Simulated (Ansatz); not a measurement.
Write a Python script for the Python package of Ansatz (0.2.0) that makes a G0W0 quasiparticle calculation of BN, space group F-43m. Level of theory: PBEsol, PAW, the default cutoff (420 eV here), 6×6×6 k-points, fixed occupations.

Contents of `bn.cif`:
```cif
data_BN
_cell_length_a 2.556191
_cell_length_b 2.556191
_cell_length_c 2.556191
_cell_angle_alpha 60.00000
_cell_angle_beta 60.00000
_cell_angle_gamma 60.00000
_symmetry_space_group_name_H-M 'P 1'
_symmetry_Int_Tables_number 1
loop_
_symmetry_equiv_pos_as_xyz
'x, y, z'
loop_
_atom_site_label
_atom_site_type_symbol
_atom_site_fract_x
_atom_site_fract_y
_atom_site_fract_z
B1 B    0.000000    0.000000    0.000000
N2 N    0.250000    0.250000    0.250000
```

Script `gw_bn.py`:
```python
import warnings

import ansatz as az
from ase.io import read

warnings.simplefilter("ignore", az.DeckWarning)

atoms = read("bn.cif")
system = az.Crystal.from_ase(atoms)

job = (
    system.calculation()
    .functional("pbesol")
    .scf(tolerance=1e-09)
    .kpoints(6)
    .occupations("fixed")
    .gw(empty_bands=40, screening_cutoff=120, quasiparticle_bands=("v1", "c1"))
)
events = []
out = job.session().plan().execute(on_event=events.append, runs_dir="gw_run")
gw = next(e["data"] for e in events if e["event"] == "gw_qp")
top = gw["frontier_bands"]["highest_filled_band"]
print(" k band    E_KS   Sigma_x  Sigma_c     Vxc      Z    E_QP (eV)")
for qp in gw["qp"]:
    print(f"{qp['ik']:2d} {qp['band']:4d} {qp['eps_ks_ev']:7.3f} {qp['sigma_x_ev']:9.3f} {qp['sigma_c_at_ks_ev']:8.3f} {qp['vxc_ev']:8.3f} {qp['z']:6.3f} {qp['e_qp_ev']:8.3f}")
for key, label in (("eps_ks_ev", "Kohn-Sham"), ("e_qp_ev", "G0W0")):
    filled = max(qp[key] for qp in gw["qp"] if qp["band"] <= top)
    empty = min(qp[key] for qp in gw["qp"] if qp["band"] > top)
    print(f"{label} gap on the mesh: {empty - filled:.3f} eV")
print("static dielectric eigenvalues (RPA, this mesh):", [round(e, 3) for e in gw["screening"][0]["eps_tensor_eigenvalues"]])
```

```console
$ python gw_bn.py
 k band    E_KS   Sigma_x  Sigma_c     Vxc      Z    E_QP (eV)
 0    4  11.137   -22.841    2.824  -19.197  0.829   10.460
 0    5  19.905    -7.924   -5.095  -14.737  0.842   21.343
 1    4  10.514   -22.595    2.903  -18.799  0.828    9.776
 1    5  20.404    -9.059   -5.157  -15.801  0.839   21.727
 2    4   9.568   -22.515    3.105  -18.396  0.826    8.733
 2    5  20.975    -9.777   -5.250  -16.513  0.836   22.212
 3    4   9.188   -22.547    3.202  -18.281  0.825    8.313
 3    5  21.218   -10.059   -5.277  -16.783  0.836   22.421
 4    4   9.373   -22.185    3.056  -18.106  0.826    8.529
 4    5  18.805    -8.124   -4.920  -14.529  0.845   20.054
 5    4   8.639   -22.545    3.273  -18.114  0.824    7.689
 5    5  19.129    -8.214   -4.971  -14.650  0.844   20.360
 6    4   8.236   -22.299    3.347  -17.782  0.823    7.277
 6    5  19.872    -7.904   -5.054  -14.422  0.845   21.103
 7    4   9.070   -22.439    3.198  -18.167  0.825    8.186
 7    5  20.929    -7.928   -5.206  -14.705  0.842   22.245
 8    4  10.280   -22.666    2.977  -18.762  0.827    9.515
 8    5  21.394    -7.810   -5.490  -15.168  0.835   22.944
 9    4   7.075   -22.141    3.558  -17.288  0.820    6.017
 9    5  16.694    -8.064   -4.593  -13.854  0.851   17.708
10    4   6.788   -22.201    3.635  -17.237  0.819    5.704
10    5  17.215    -8.225   -4.601  -14.043  0.850   18.246
11    4   7.625   -22.250    3.469  -17.541  0.822    6.610
11    5  18.833    -8.008   -4.829  -14.164  0.848   19.954
12    4   6.198   -22.215    3.762  -17.062  0.817    5.066
12    5  15.424    -8.050   -4.375  -13.489  0.854   16.331
13    4   7.567   -22.010    3.404  -17.358  0.822    6.545
13    5  19.785    -8.470   -5.011  -15.004  0.841   21.059
14    4   6.597   -21.735    3.550  -16.848  0.820    5.506
14    5  20.475    -8.456   -4.984  -15.004  0.841   21.784
15    4   4.918   -21.224    3.776  -15.984  0.816    3.730
15    5  18.759    -8.694   -4.754  -14.848  0.844   19.936
Kohn-Sham gap on the mesh: 4.287 eV
G0W0 gap on the mesh: 5.871 eV
static dielectric eigenvalues (RPA, this mesh): [4.626, 4.626, 4.626]
```

Caveats:
- Absolute energies stand on the zero of these potentials, so only differences at equal settings mean something. A total without «per atom» is that of the cell as typed.
- Energy and stress may still move on a finer k-point mesh.
- The starting cell is as deposited in a crystallographic database; the results hold for this polymorph, which needn't be the stable one.
- Mesh, empty bands and screening cutoff are small, so the quasiparticle gap isn't converged, and it is read on the mesh points alone. Spin-orbit coupling is left out, which matters for heavy elements.
- Processor time in the engine: 5.5 s on 1 thread of Intel(R) Xeon(R) Processor @ 2.30GHz (shared host), peak memory 0.52 GiB.
